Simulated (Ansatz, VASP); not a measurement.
## PbS in VASP and in Ansatz

Contents of INCAR:

```
SYSTEM = PbS
PREC     = Accurate       ! precision mode
ENCUT    = 520            ! plane-wave cutoff, eV
EDIFF    = 1E-6           ! SCF threshold, eV
ISMEAR   = 0              ! smearing method
SIGMA    = 0.05           ! smearing width, eV
LREAL    = .FALSE.        ! projectors in reciprocal space
LASPH    = .TRUE.         ! aspherical terms in the spheres
NELM     = 80             ! most SCF steps
ALGO     = Normal         ! electronic algorithm
ISIF     = 2              ! what is computed and relaxed
LWAVE    = .FALSE.        ! write WAVECAR
LCHARG   = .FALSE.        ! write CHGCAR
GGA      = PE             ! functional
NBANDS   = 17             ! bands
```

The input KPOINTS:

```
regular mesh
0
G
  10 10 10
  0 0 0
```

File POSCAR:

```
PbS
1.0
    0.0000000000      2.9843665134      2.9843665134
    2.9843665134      0.0000000000      2.9843665134
    2.9843665134      2.9843665134      0.0000000000
Pb S
1 1
Direct
    0.5000000000      0.5000000000      0.5000000000
    0.0000000000      0.0000000000      0.0000000000
```

Input for Ansatz:

```yaml
crystal:
  lattice:
    - [0.0, 2.9843665134, 2.9843665134]
    - [2.9843665134, 0.0, 2.9843665134]
    - [2.9843665134, 2.9843665134, 0.0]
  atoms:
    - { symbol: Pb, position: [0.5, 0.5, 0.5] }
    - { symbol: S, position: [0.0, 0.0, 0.0] }
basis:
  ecutwfc: 420
  ecutrho_ratio: 4
kpoints:
  mp_grid: { grid: [10, 10, 10] }
hamiltonian:
  xc: pbe
scf:
  occupations: { method: gaussian, width: 0.05 }
output:
  forces: true
  stress: true
  eigenvalues: true
```

Alike in both runs: task single point; functional PBE; k mesh 10 × 10 × 10; occupations gaussian, width 0.05 eV; no spin polarisation.

```csv
,VASP,Ansatz
version,VASP 6.6.1,Ansatz 0.2.0
potentials or method,"VASP PAW PBE potentials, release 64 (Pb_d, S)","scalar-relativistic, plane waves, PAW"
plane-wave cutoff (eV),520,420
valence electrons in the cell,20,20
```

```csv
,VASP,Ansatz,Ansatz less VASP
gap on the k mesh at the Fermi level (eV),0.43,0.42,-0.007
least direct gap on the mesh (eV),0.43,0.42,-0.007
pressure (GPa),1.0,1.1,+0.09
```

Caveats: spin-orbit coupling is left out, which as a rule narrows the gap of such compounds by several tenths of an eV.
